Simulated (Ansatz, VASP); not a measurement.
**One calculation of GaP, two programs**

INCAR

```
SYSTEM = GaP
PREC     = Accurate       ! precision mode
ENCUT    = 600            ! plane-wave cutoff, eV
EDIFF    = 1E-7           ! SCF threshold, eV
ISMEAR   = -1             ! smearing method
SIGMA    = 0.05           ! smearing width, eV
LREAL    = .FALSE.        ! projectors in reciprocal space
LASPH    = .TRUE.         ! aspherical terms in the spheres
NELM     = 80             ! most SCF steps
ALGO     = Normal         ! electronic algorithm
ISIF     = 3              ! what is computed and relaxed
LWAVE    = .FALSE.        ! write WAVECAR
LCHARG   = .FALSE.        ! write CHGCAR
GGA      = B5             ! functional
ALDAX    = 1.0          
AGGAX    = 1.0          
AGGAC    = 1.0          
ALDAC    = 0.0          
IBRION   = 2              ! ionic algorithm
NSW      = 40             ! ionic steps
EDIFFG   = -0.01          ! ionic threshold
```

Contents of KPOINTS:

```
regular mesh
0
G
  8 8 8
  0 0 0
```

File POSCAR:

```
GaP
1.0
    0.0000000000      2.7252500000      2.7252500000
    2.7252500000      0.0000000000      2.7252500000
    2.7252500000      2.7252500000      0.0000000000
Ga P
1 1
Direct
    0.0000000000      0.0000000000      0.0000000000
    0.7500000000      0.7500000000      0.7500000000
```

input.yaml

```yaml
crystal:
  lattice:
    - [0.0, 2.72525, 2.72525]
    - [2.72525, 0.0, 2.72525]
    - [2.72525, 2.72525, 0.0]
  atoms:
    - { symbol: Ga, position: [0.0, 0.0, 0.0] }
    - { symbol: P, position: [0.75, 0.75, 0.75] }
hamiltonian:
  xc: blyp
  pseudopotentials: { kind: paw }
kpoints:
  mp_grid: { grid: [8, 8, 8] }
scf:
  occupations: { method: fermi_dirac, width: 0.05 }
output:
  forces: true
  stress: true
  eigenvalues: true
  write_density: true
  write_potential: true
  elf: true
  volumetric_format: npy
relax:
  f_tol: 0.01
  max_steps: 40
  cell: { stress_tol: 0.05 }
```

Alike in both runs: task relaxation of cell and atoms; functional BLYP; k mesh 8 × 8 × 8; occupations fermi-dirac, width 0.05 eV; no spin polarisation.

|  | VASP | Ansatz |
| --- | --- | --- |
| version | VASP 6.6.1 | Ansatz 0.2.0 |
| potentials or method | VASP PAW PBE potentials, release 64 (Ga_d, P) | Ansatz PAW |
| plane-wave cutoff (eV) | 600 | 420 |
| valence electrons in the cell | 18 | 18 |

VASP gave:

| Quantity | Value |
| --- | --- |
| gap on the k mesh at the Fermi level, each at its own relaxed structure (eV) | 1.05 |
| relaxed volume (Å³/atom) | 21.97 |
| relaxed cell length with the largest relative difference (Å) | 3.961 |
| energy change over the relaxation (meV/atom) | -32 |

Problem. Estimate Ansatz's values.

Solution. gap on the k mesh at the Fermi level, each at its own relaxed structure (eV): 1.04; relaxed volume (Å³/atom): 21.92; relaxed cell length with the largest relative difference (Å): 3.958; energy change over the relaxation (meV/atom): -31.

Caveats: the PAW data sets were made with another functional, which shifts forces and pressure a little (VASP); the plane-wave basis is chosen anew once the cell has moved, so the energies of steps on either side of that aren't comparable (Ansatz); the PAW data sets come from PBE, with cores solved anew for the run's functional, which leaves a small shift of forces and pressure (Ansatz). Zero-point motion and thermal expansion aren't in these numbers. BLYP gives volumes clearly too large for solids.
